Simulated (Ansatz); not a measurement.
**A failed many-body run on WS2 (2H monolayer)**

A first try at the G0W0 gap of WS2 (2H monolayer), what the program said, and an input that works.

Calculated with Ansatz 0.2.0; G0W0 on PBE, plane waves, PAW.

### 1. The starting structure

The cell holds 3 atoms: 1 W and 2 S. Cell: a = 3.188 Å, b = 3.188 Å, c = 29.500 Å, α = 90.0°, β = 90.0°, γ = 120.0°. Vacuum lies along c.

The structure was relaxed with PBE. The runs that relaxed it are not among those shown. Spin-orbit coupling is left out unless a step names it. The default PAW set here is soft_2. Its files were made with PBE. The Coulomb interaction is cut off across the vacuum.

### 2. First try

File input.yaml:

```yaml
crystal:
  lattice:
    - [3.1876840329, 0.0, 0.0]
    - [-1.5938420165, 2.7606153518, 0.0]
    - [0.0, 0.0, 29.5]
  atoms:
    - { symbol: W, position: [0.3333333333, 0.6666666667, 0.5] }
    - { symbol: S, position: [0.6666666667, 0.3333333333, 0.5532708694] }
    - { symbol: S, position: [0.6666666667, 0.3333333333, 0.4467291306] }
  periodic: [true, true, false]
kpoints:
  mp_grid: { grid: [9, 9, 1] }
hamiltonian:
  xc: pbe
scf:
  occupations: { method: fixed }
gw:
  n_empty_bands: 273
  ecut_chi: 60
  qp_bands: [v2, c2]
  qp_kpoints: band_edges
  screening: { model: contour_deformation }
  plasmon_pole_fit_frequency: 20
```

Launch:

```bash
> ansatz run input.yaml --threads 3 --pin off --max-ram 64512MiB --backend cuda --events-out ev --progress --plain --runs-dir out --devices 1 --max-vram 24GiB  # rebuilt from the run's record
```

Numbers of over 12 decimals in the logs are rounded to 6 here.

The program printed:

```text
Error: inconsistent input (gw.plasmon_pole_fit_frequency, gw.screening.model): the fit frequency is the Godby–Needs plasmon-pole model's, and contour deformation fits no pole — remove gw.plasmon_pole_fit_frequency, or set gw.screening.model: godby_needs
```

Elapsed: 0.05 s, on 3 threads of AMD EPYC 7R13 (Zen 3), shared host; peak memory 0.08 GiB.

**What went wrong?**

The program refused the input before any cycle.

The program's message: “Error: inconsistent input (gw.plasmon_pole_fit_frequency, gw.screening.model): the fit frequency is the Godby–Needs plasmon-pole model's, and contour deformation fits no pole — remove gw.plasmon_pole_ …”

The fault: fit frequency beside contour deformation. Contour deformation fits no pole, so the key has no meaning there.

### 3. A better input

G0W0 replaces the xc potential by the self-energy, built once from these orbitals. Only a window of levels is corrected, while the sums run over the empty bands that the input names.

input.yaml, the sections that differ from step 2:

```yaml
kpoints:
  mp_grid: { grid: [6, 6, 1] }
gw:
  n_empty_bands: 196
  ecut_chi: 48.0
  qp_bands: [v2, c2]
  qp_kpoints: band_edges
  screening: { model: contour_deformation }
# crystal, hamiltonian, scf: as in step 2
```

The program printed:

```text
GPUs: using 1 of 1 available (devices: 1).
[...]
device memory: the entry about to start is reckoned to put 1.9 GiB on a device that reports 66.0 GiB free (of which the cap on the GPU budget leaves the run 24.0 GiB)
GPU FFT provider: cuFFT
GPU libraries: cuBLAS 13.8.2, cuFFT 12.4.0, cuSOLVER 12.3.4
Crystal: 3 atoms, lattice volume = 259.599 Å³
Basis set: ecut = 420 eV, 5127 PW (Γ)
Bands: 17, of which v1, the nominal top of the filled ones, is band 13 counted from 1 (12 counted from 0)
Symmetry: 12 space group operations
[...]
k-points: 7 of 36 (time reversal used)
[...]
GPU buffer pool allocated for 115200 grid points (all kernels)
GPU transforms: local potential and band sums: pruned to the plane-wave sphere, on 24×24×200
[...]
SCF iter   1: F=—  HF=-12191.427124 eV  |F-HF|=—  |Δ(HF+E_count)|=         —  Δρ=2.62e-3  dr2=2.14e-2  ethr=1.77e-3  ⟨swp⟩=7.9  Hψ=830  notcnv=0  defer=10
[...]
0    12     -7.3311   -20.1708     1.9440   -18.2260  0.7327    -7.3318    -7.3318  root
     0    13     -5.7557   -18.1882     1.0123   -17.1380  0.7375    -5.7936    -5.7935  root
     0    14     -2.8441   -13.6655    -3.7321   -18.3099  0.7371    -1.9015    -1.9318  root
     0    15     -2.8441   -13.6655    -3.7321   -18.3099  0.7371    -1.9015    -1.9318  root
     1    12     -7.1149   -18.2746     2.4862   -15.5613  0.7319    -7.3435    -7.3420  root
     1    13     -6.0768   -18.8857     1.2309   -17.6390  0.7333    -6.0927    -6.0927  root
     1    14     -3.3612   -12.8222    -3.4134   -16.9897  0.7390    -2.5880    -2.6072  root
     1    15     -3.0143   -14.1684    -3.5207   -18.5446  0.7284    -2.1310    -2.1588  root
[...]
6    12     -8.0779   -19.8069     2.9922   -16.6179  0.7035    -8.2763    -8.2747  root
     6    13     -5.7157   -18.9081     0.7692   -18.1777  0.7388    -5.6768    -5.6768  root
     6    14     -3.9078   -15.7052    -3.2941   -19.8377  0.7395    -3.0480    -3.0695  root
     6    15     -2.3792   -12.1841    -4.0695   -17.0792  0.7369    -1.5275    -1.5535  root
[key lines of the parts left out:]
SCF converged after 7 iterations
Free energy (F): -12191.434293 eV
Fermi energy:    -5.715654 eV
```

Run time: 6.4 s. Hardware: 1 × NVIDIA H100 80GB HBM3 (shared by 3 runs) with 3 threads; peak memory 1.3 GiB.

Reading the cycles: dr2 is the Hartree energy of the density residual (eV), the measure of convergence; HF is the Harris–Foulkes estimate of the energy, which meets the free energy F at convergence.

Numbers from this step:

```yaml
bands_summed: 209
plane_waves_in_the_screening_matrix: 183
q_points_in_the_mesh: 36
g0w0_gap_on_the_mesh: 2.607 eV
k_of_the_valence_top: 0.3333, 0.3333, 0
k_of_the_conduction_bottom: 0.3333, 0.3333, 0
starting_gap_on_the_mesh: 1.808 eV
z_at_the_valence_top: 0.7388
z_at_the_conduction_bottom: 0.7395
least_direct_g0w0_gap_on_the_computed_points: 2.607 eV
```

The gap on the mesh goes from 1.81 eV to 2.61 eV, a correction of +0.80 eV. Between the two edge states, bare exchange in place of the xc potential would open the gap by 4.86 eV, and correlation takes back 4.06 eV.

### 4. Results

```json
{"first try": "refused after 0.05 s", "better run": "G0W0 gap on the mesh 2.61 eV (6×6×1 mesh, 196 empty bands, screening to 48 eV)"}
```

In words: The second run differs in: mesh, empty bands, screening cutoff (eV) and plasmon pole fit frequency. Bands and cutoff are finite, so the gap is not at the basis limit. The miss can reach some tenths of an eV and take either sign; the mesh is an error of its own. The mesh in the plane is coarse for a sheet; gap and any exciton binding can still move on denser ones. The many-body steps are scalar-relativistic: spin-orbit coupling is not in them.

[Paths, hosts, dates, memory and timing lines, banners, echoed tables and standing remarks are left out of the program output.]

[Logs are printed without paths, hosts, clocks, repeated set-up lines and the standing remarks that a program may print on its own settings, such as how far it seeks lower states.]

[Runs of the session that timed out or met a known fault of the program may be left out.]

[Cells called generated may have been cut or substituted from an entry of the Crystallography Open Database or the Materials Project.]

[Hosts, paths, dates, database ids (printed as entryN), source tags and the programs' standing remarks are cut or masked in the printed files.]
